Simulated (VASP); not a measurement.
# MnF2 (P4_2/mnm) in VASP: further runs

One crystal, MnF2, is run at these levels: LDA, PBEsol, RPBE, PBE; tasks: relaxation of cell and atoms, single point.

Everything below comes from runs of VASP 6.6.1. Logs are shortened: lines on timing, memory, paths and dates and some standing lists are left out, and cuts for length are marked.

## (1) The crystal as given

Symmetry: P4_2/mnm, No. 136, tetragonal system. Conventional cell: a = 4.874 Å, b = 4.874 Å, c = 3.311 Å, α = 90.00°, β = 90.00°, γ = 90.00°. Around Mn (site symmetry mmm) lie 6 F at 2.10 to 2.13 Å. F (site symmetry m2m) has 3 Mn at 2.10 to 2.13 Å as nearest neighbours.

## (2) Relaxation of cell and atoms, LDA, collinear spin, ferromagnetic start

INCAR

```
ALGO = Normal
EDIFF = 1E-6
EDIFFG = -0.005
ENCUT = 600
GGA = CA
IBRION = 2
ISIF = 3
ISMEAR = -1
ISPIN = 2
LASPH = T
LCHARG = F
LMAXMIX = 4
LORBIT = 11
LREAL = F
LWAVE = F
MAGMOM = 4 4 0 0 0 0
NELM = 120
NSW = 40
PREC = Accurate
SIGMA = 0.05
```

KPOINTS

```
k-points
0
Gamma
  5 5 6
```

POSCAR

```
MnF2
1.0
    4.8738000000      0.0000000000      0.0000000000
    0.0000000000      4.8738000000      0.0000000000
    0.0000000000      0.0000000000      3.3107000000
Mn F
2 4
Direct
    0.5000000000      0.5000000000      0.5000000000
    0.0000000000      0.0000000000      0.0000000000
    0.8053000000      0.1947000000      0.5000000000
    0.6947000000      0.6947000000      0.0000000000
    0.1947000000      0.8053000000      0.5000000000
    0.3053000000      0.3053000000      0.0000000000
```

Potentials or basis: VASP PAW LDA potentials, release 64 (Mn_pv, F).

Launch:

```sh
$ cat potpaw_LDA.64/Mn_pv/POTCAR potpaw_LDA.64/F/POTCAR > POTCAR
$ mpirun -np 1 vasp_std > vasp.out
```

OUTCAR:

```text
EDIFF = 1E-6
   EDIFFG = -0.005
   ENCUT = 600
   GGA = CA
   IBRION = 2
   ISIF = 3
   ISMEAR = -1
   ISPIN = 2
   LASPH = T
   LORBIT = 11
   LREAL = F
   NELM = 120
   NSW = 40
   PREC = Accurate

 ion  position               nearest neighbor table
   1  0.500  0.500  0.500-   3 2.10   5 2.10   4 2.13   6 2.13   4 2.13   6 2.13
   2  0.000  0.000  0.000-   4 2.10   6 2.10   5 2.13   3 2.13   3 2.13   5 2.13
   3  0.805  0.195  0.500-   1 2.10   2 2.13   2 2.13
   4  0.695  0.695  0.000-   2 2.10   1 2.13   1 2.13
   5  0.195  0.805  0.500-   1 2.10   2 2.13   2 2.13
   6  0.305  0.305  0.000-   2 2.10   1 2.13   1 2.13

  LATTYP: Found a simple tetragonal cell.
 ALAT       =     4.8738000000
 C/A-ratio  =     0.6792851574

  Lattice vectors:

 A1 = (   4.8738000000,   0.0000000000,   0.0000000000)
 A2 = (   0.0000000000,   4.8738000000,   0.0000000000)
 A3 = (   0.0000000000,   0.0000000000,   3.3107000000)

Analysis of symmetry for initial positions (statically):
=====================================================================
 Subroutine PRICEL returns:
 Original cell was already a primitive cell.

 Routine SETGRP: Setting up the symmetry group for a
 simple tetragonal supercell.

 Subroutine GETGRP returns: Found 16 space group operations
 (whereof  8 operations were pure point group operations)
 out of a pool of 16 trial point group operations.

The static configuration has the point symmetry D_2h.
 The point group associated with its full space group is D_4h.

Analysis of symmetry for dynamics (positions and initial velocities):
=====================================================================
 Subroutine PRICEL returns:
 Original cell was already a primitive cell.

 Routine SETGRP: Setting up the symmetry group for a
 simple tetragonal supercell.

 Subroutine GETGRP returns: Found 16 space group operations
 (whereof  8 operations were pure point group operations)
 out of a pool of 16 trial point group operations.

The dynamic configuration has the point symmetry D_2h.
 The point group associated with its full space group is D_4h.

Analysis of structural, dynamic, and magnetic symmetry:
=====================================================================
 Subroutine PRICEL returns:
 Original cell was already a primitive cell.

 Routine SETGRP: Setting up the symmetry group for a
 simple tetragonal supercell.

 Subroutine GETGRP returns: Found 16 space group operations
 (whereof  8 operations were pure point group operations)
 out of a pool of 16 trial point group operations.

The overall configuration has the point symmetry D_2h.
 The point group associated with its full space group is D_4h.

 Subroutine INISYM returns: Found 16 space group operations
 (whereof  8 operations are pure point group operations),
 and found     1 'primitive' translations

----------------------------------------------------------------------------------------

                                     Primitive cell

  volume of cell :      78.6421

  direct lattice vectors                    reciprocal lattice vectors
     4.873800000  0.000000000  0.000000000     0.205178711  0.000000000  0.000000000
     0.000000000  4.873800000  0.000000000     0.000000000  0.205178711  0.000000000
     0.000000000  0.000000000  3.310700000     0.000000000  0.000000000  0.302050926

  length of vectors
     4.873800000  4.873800000  3.310700000     0.205178711  0.205178711  0.302050926

  position of ions in fractional coordinates (direct lattice)
     0.500000000  0.500000000  0.500000000
     0.000000000  0.000000000  0.000000000
     0.805300000  0.194700000  0.500000000
     0.694700000  0.694700000  0.000000000
     0.194700000  0.805300000  0.500000000
     0.305300000  0.305300000  0.000000000

  ion indices of the primitive-cell ions
   primitive index   ion index
                 1           1
                 2           2
                 3           3
                 4           4
                 5           5
                 6           6

----------------------------------------------------------------------------------------

 KPOINTS: k-points

Automatic generation of k-mesh.
 Grid dimensions read from file:
 generate k-points for:    5    5    6

 Generating k-lattice:

  Cartesian coordinates                     Fractional coordinates (reciprocal lattice)
     0.041035742  0.000000000  0.000000000     0.200000000  0.000000000  0.000000000
     0.000000000  0.041035742  0.000000000     0.000000000  0.200000000  0.000000000
     0.000000000  0.000000000  0.050341821     0.000000000  0.000000000  0.166666667

  Length of vectors
     0.041035742  0.041035742  0.050341821

  Shift w.r.t. Gamma in fractional coordinates (k-lattice)
     0.000000000  0.000000000  0.000000000

 Subroutine IBZKPT returns following result:
 ===========================================

 Found     24 irreducible k-points:

 Following reciprocal coordinates:
            Coordinates               Weight
  0.000000  0.000000  0.000000      1.000000
  0.200000  0.000000  0.000000      4.000000
  0.400000  0.000000  0.000000      4.000000
  0.200000  0.200000  0.000000      4.000000
  0.400000  0.200000  0.000000      8.000000
  0.400000  0.400000  0.000000      4.000000
[... 16 lines left out ...]
  0.400000  0.200000  0.500000      8.000000
  0.400000  0.400000  0.500000      4.000000
   k-points           NKPTS =     24   k-points in BZ     NKDIM =     24   number of bands    NBANDS=     36
   number of dos      NEDOS =    301   number of ions     NIONS =      6
   total plane-waves  NPLWV =  44800
   dimension x,y,z NGX =    40 NGY =   40 NGZ =   28
   dimension x,y,z NGXF=    80 NGYF=   80 NGZF=   56
   ions per type =               2   4
   NGX,Y,Z   is equivalent  to a cutoff of  13.64, 13.64, 14.06 a.u.
   NGXF,Y,Z  is equivalent  to a cutoff of  27.29, 27.29, 28.12 a.u.
 SYSTEM =  unknown system
   PREC   = accura    normal or accurate (medium, high low for compatibility)
   ISTART =      0    job   : 0-new  1-cont  2-samecut
   ICHARG =      2    charge: 1-file 2-atom 10-const
   ISPIN  =      2    spin polarized calculation?
   LNONCOLLINEAR =      F non collinear calculations
   LSORBIT =      F    spin-orbit coupling
   LASPH  =      T    aspherical Exc in radial PAW
   ENCUT  =  600.0 eV  44.10 Ry    6.64 a.u.   9.73  9.73  6.61*2*pi/ulx,y,z
   NELM   =    120;   NELMIN=  2; NELMDL= -5     # of ELM steps
   EDIFF  = 0.1E-05   stopping-criterion for ELM
   LREAL  =      F    real-space projection
   EDIFFG = -.5E-02   stopping-criterion for IOM
   NSW    =     40    number of steps for IOM
   IBRION =      2    ionic relax: 0-MD 1-quasi-New 2-CG
   NFREE  =      1    steps in history (QN), initial steepest desc. (CG)
   ISIF   =      3    stress and relaxation
   ISYM   =      2    0-nonsym 1-usesym 2-fastsym
   POTIM  = 0.5000    time-step for ionic-motion
   TEBEG  =    0.0;   TEEND  =   0.0 temperature during run
   PSTRESS=    0.0 pullay stress
   NELECT =      54.0000    total number of electrons
   NUPDOWN=      -1.0000    fix difference up-down
   EMIN   =  10.00;   EMAX   =-10.00  energy-range for DOS
   EFERMI =   0.00;   METHOD = LEGACY
   ISMEAR =    -1;   SIGMA  =   0.05  broadening in eV -4-tet -1-fermi 0-gaus
   EFERMI_NEDOS =   21; number of points for ismear=-14 and -15
   IALGO  =     38    algorithm
   IMIX   =      4    mixing-type and parameters
     AMIX     =   0.40;   BMIX     =  1.00
     AMIX_MAG =   1.60;   BMIX_MAG =  1.00
  volume/ion in A,a.u.               =      13.11        88.45
  Fermi-wavevector in a.u.,A,eV,Ry     =   1.444290  2.729312 28.381385  2.085973
  Thomas-Fermi vector in A             =   2.562601
   LORBIT       =     11    0 simple, 1 ext, 2 COOP (PROOUT), +10 PAW based schemes
   GGA     = CA    functional components
   LHFCALC =     F    Hartree Fock is set to
   AEXX    =    0.0000 exact exchange contribution
   IVDW    =     0    specifies the selected vdW correction
   LEPSILON=     F    determine dielectric tensor
   LRPA    =     F    only Hartree local field effects (RPA)
 conjugate gradient relaxation of ions
 spin polarized calculation
  energy-cutoff  :      600.00
  volume of cell :       78.64
 maximum number of plane-waves:      2641
 NGX is ok and might be reduce to    40
   NGX = 19   NGY = 19   NGZ = 13

--------------------------------------- Ionic step        1  -------------------------------------------

 number of electron      54.0000035 magnetization       9.9997384

 number of electron      54.0000035 magnetization      10.0000212

 Free energy of the ion-electron system (eV)
  ---------------------------------------------------
  ext. energy  EPLUGINS =         0.00000000
  ---------------------------------------------------
  free energy    TOTEN  =       -41.66205316 eV

  energy without entropy =      -41.66205030  energy(sigma->0) =      -41.66205173

------------------------ aborting loop because EDIFF is reached ----------------------------------------

  FORCE on cell =-STRESS in cart. coord.  units (eV):
  Direction    XX          YY          ZZ          XY          YZ          ZX
  --------------------------------------------------------------------------------------
  -------------------------------------------------------------------------------------
  Total       -2.6335517     -2.6335517     -3.1932553     -0.0000000      0.0000000      0.0000000
  in kB      -53.6533943    -53.6533943    -65.0562441     -0.0000000      0.0000000      0.0000000
  external PRESSURE =     -57.4543443 kB  Pullay stress =       0.0000000 kB
[... 267 lines left out ...]
  energy  without entropy=      -41.7461003855  energy(sigma->0) =      -41.74610445

--------------------------------------- Ionic step        8  -------------------------------------------

 number of electron      54.0000007 magnetization       9.9999991

 Free energy of the ion-electron system (eV)
  ---------------------------------------------------
  ext. energy  EPLUGINS =         0.00000000
  ---------------------------------------------------
  free energy    TOTEN  =       -41.74611101 eV

  energy without entropy =      -41.74610293  energy(sigma->0) =      -41.74610697

 E-fermi :   4.3640     XC(G=0): -10.7859

 val. band max:        4.0211293883   @ k =   0.0000   0.0000   0.0000
 cond. band min:       4.6943453836   @ k =   0.0000   0.0000   0.0000
 fundamental gap:      0.6732159954
 Fermi energy:         4.3640206245

 spin component 1

 k-point     1 :       0.0000    0.0000    0.0000
  band No.  band energies     occupation
      1     -45.9257      1.00000
      2     -45.9257      1.00000
      3     -45.8611      1.00000
      4     -45.8610      1.00000
      5     -45.8610      1.00000
      6     -45.8583      1.00000
[... 925 lines left out ...]
     35      10.9212      0.00000
     36      11.4553      0.00000
 Fermi energy:         4.3640206245

 spin component 2

 k-point     1 :       0.0000    0.0000    0.0000
  band No.  band energies     occupation
      1     -41.4159      1.00000
      2     -41.4159      1.00000
      3     -41.3423      1.00000
      4     -41.3423      1.00000
      5     -41.3372      1.00000
      6     -41.3331      1.00000
[... 958 lines left out ...]
  FREE ENERGIE OF THE ION-ELECTRON SYSTEM (eV)
  ---------------------------------------------------
  free  energy   TOTEN  =       -41.7461110113 eV

  energy  without entropy=      -41.7461029307  energy(sigma->0) =      -41.74610697

 reached required accuracy - stopping structural energy minimisation

 total charge

# of ion       s       p       d       tot
------------------------------------------
    1        0.184   6.171   4.983  11.337
    2        0.184   6.171   4.983  11.337
    3        1.722   4.353   0.000   6.075
    4        1.722   4.353   0.000   6.075
    5        1.722   4.353   0.000   6.075
    6        1.722   4.353   0.000   6.075
--------------------------------------------------
tot          7.255  29.755   9.966  46.975

 magnetization (x)

# of ion       s       p       d       tot
------------------------------------------
    1        0.021   0.019   4.500   4.540
    2        0.021   0.019   4.500   4.540
    3        0.010   0.096   0.000   0.105
    4        0.010   0.096   0.000   0.105
    5        0.010   0.096   0.000   0.105
    6        0.010   0.096   0.000   0.105
--------------------------------------------------
tot          0.081   0.421   8.999   9.501
```

Run time: 3.8 min. Hardware: 1 thread of Intel Xeon 6975P-C (Granite Rapids), shared host; peak memory 0.25 GiB.

Results:

| Item | Value |
| --- | --- |
| Free energy | -41.7461 eV |
| Relaxed volume | 12.36 Å³/atom |
| Relaxed cell | a = 4.776 Å, b = 4.776 Å, c = 3.252 Å, α = 90.00°, β = 90.00°, γ = 90.00° |
| Space group after relaxing (to 0.05 Å) | P4_2/mnm (No. 136) |
| Energy gained by relaxing | 14.0 meV/atom |
| Ionic steps | 8 |
| Pressure after relaxing | 0.0 GPa |
| Largest force after relaxing | 0.004 eV/Å |
| Band gap on the k mesh | 0.67 eV, direct |
| Net moment | 10.00 μB per cell |
| Site moments | Mn +4.54; F +0.10 μB |
| Valence electrons inside the program's atomic spheres | Mn 11.34; F 6.08 |

Forces on the atoms (eV/Å):
```
Mn   0.000  0.000  0.000
Mn   0.000  0.000  0.000
F    0.003 -0.003  0.000
F   -0.003 -0.003  0.000
F   -0.003  0.003  0.000
F    0.003  0.003  0.000
```

The path:
```
step  energy change (eV)  largest force (eV/Å)  pressure (GPa)  volume (Å³)
   1              0.0000                0.0426           -5.75        78.64
   2             -0.0788                0.0676            1.43        73.41
   3             -0.0830                0.0450            0.03        74.31
   4             -0.0830                0.0429           -0.16        74.40
   5             -0.0836                0.0239           -0.13        74.34
   6             -0.0840                0.0075           -0.09        74.25
   7             -0.0841                0.0033            0.04        74.15
   8             -0.0841                0.0043           -0.01        74.18
```

Final structure:
```
Mn F
1.0
     4.77591    0.00000    0.00000
     0.00000    4.77591    0.00000
     0.00000    0.00000    3.25198
Mn F
2 4
Direct
  0.50000 0.50000 0.50000
  0.00000 0.00000 0.00000
  0.80479 0.19521 0.50000
  0.69521 0.69521 0.00000
  0.19521 0.80479 0.50000
  0.30479 0.30479 0.00000
```

Caveat: an odd mesh through Γ misses points on the zone boundary, where band edges often lie; only a ferromagnetic start was run, and an antiferromagnetic order may lie lower in energy. Zero-point motion and thermal expansion aren't in these numbers.

[end of part 1 of 3]
